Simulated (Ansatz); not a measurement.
## A strain series on CaO (wurtzite): xy shear, engineering strain (angle)

CaO (wurtzite) (no longer in that coordination), relaxed with r2SCAN in the plane-wave code Ansatz, then strained (xy shear, engineering strain (angle); angles, axes as in the cell below) with the atoms relaxed again within the symmetry that is left. The symmetry is P6_3/mmc (No. 194, hexagonal); conventional cell a = 3.981 Å, c = 4.770 Å, 16.37 Å³ an atom. Ca has 5 O at 2.30–2.39 Å; O has 5 Ca at 2.30–2.39 Å. The cell started from the wurtzite prototype, but the relaxation took it to the higher symmetry P6_3/mmc (No. 194), so the name no longer describes it. The cell comes from a prototype generator: it can be a known phase or a hypothetical one. Spin polarisation is off.

```xyz
4
Lattice="3.9808 0.0000 0.0000 -1.9904 3.4475 0.0000 0.0000 0.0000 4.7704" Properties=species:S:1:pos:R:3 pbc="T T T"
Ca    0.0000    2.2983   -0.2982
Ca    1.9904    1.1492    2.0871
O     0.0000    2.2983    2.0871
O     1.9904    1.1492    4.4723
```

Gaps are the least over each mesh (PBE 12×12×6, r2SCAN 12×12×6, HSE06 6×6×4 when unstrained) and the special points, which keep their unstrained names; stress is the change from the unstrained cell, compression positive.

```tsv
strain (%)	gap, PBE (eV)	gap, r2SCAN (eV)	gap, HSE06 (eV)	edges, HSE06	xy stress, r2SCAN (GPa)	energy rise, r2SCAN (meV/atom)
-2.29	3.205	3.633	4.578	Γ	+0.32	0.4
-1.0	3.206	3.633	4.579	Γ	+0.14	0.1
-0.64	3.206	3.633	4.579	Γ	+0.10	0.0
0.0	3.206	3.633	4.579	Γ	0.00	0.0
+2.5	3.205	3.633	4.578	Γ	-0.35	0.4
```

Q: Estimate the row for a strain of +0.5 %.

A:
```tsv
strain (%)	gap, PBE (eV)	gap, r2SCAN (eV)	gap, HSE06 (eV)	edges, HSE06	xy stress, r2SCAN (GPa)	energy rise, r2SCAN (meV/atom)
+0.5	3.206	3.633	4.579	Γ	-0.08	0.0
```

The meshes of the hybrids are coarse, so their gaps aren't converged to the digits shown.
